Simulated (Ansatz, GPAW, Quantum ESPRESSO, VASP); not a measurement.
## One calculation of HfO2, 4 ways

```xyz
3
Lattice="0.0000 2.5575 2.5575 2.5575 0.0000 2.5575 2.5575 2.5575 0.0000" Properties=species:S:1:pos:R:3 pbc="T T T"
Hf    0.0000    0.0000    0.0000
O     3.8363    3.8363    3.8363
O     1.2788    1.2788    1.2788
```

Measurements of this composition are mostly on another form, of space group No. 14.

Alike in all runs: task single point; functional PBEsol; k mesh 9 × 9 × 9; occupations fermi-dirac, width 0.05 eV; no spin polarisation; no spin-orbit coupling. Pressure is positive in compression and, in plane waves, holds the error of the finite cutoff.

| program and potentials | plane-wave cutoff (eV) | notes | pressure (GPa) |
| --- | --- | --- | --- |
| VASP, PBE PAW files Hf_pv, O, 520 eV | 520 | potentials made for PBE; 7.33 valence electrons an atom on average | -13.55 |
| Ansatz, all-electron LAPW, scalar-relativistic | - | - | -10.18 |
| GPAW, PAW data sets generated for this functional | 800 | 8 valence electrons an atom on average | -10.35 |
| Quantum ESPRESSO, GBRV 1.5 PBEsol | 612 | 8 valence electrons an atom on average | -12.28 |

The pressure spans -13.55 (VASP, PBE PAW files Hf_pv, O, 520 eV) to -10.18 GPa (Ansatz, all-electron LAPW, scalar-relativistic), with all-electron results at -10.18. The cell lies far from this level's equilibrium.

The functional is the same throughout but for its coding, so the spread measures potentials, basis and numerics; runs on potential files found faulty are left out.

All four runs put this fluorite cell under tension, so PBEsol would contract it and shorten the Hf–O bonds. The size of the pressure reflects a stiff lattice: strong electrostatic attraction between Hf and O, with some O 2p–Hf 5d covalency, is opposed by steep closed-shell repulsion, so even a modest stretch costs many GPa.

GPAW lies close to the all-electron value, while Quantum ESPRESSO and VASP give progressively stronger tension. Valence count alone cannot account for this, since GPAW and Quantum ESPRESSO both average 8 electrons an atom; the order does follow falling cutoff, which suggests a Pulay contribution, as a basis that is too small adds spurious tension, though differences between the potentials may contribute as much.

The sign of the pressure is therefore secure, but an equilibrium volume inferred from the more negative values would probably come out too small. A pressure at one volume of the cubic form says nothing about its energy relative to the monoclinic phase, where Hf has lower coordination.
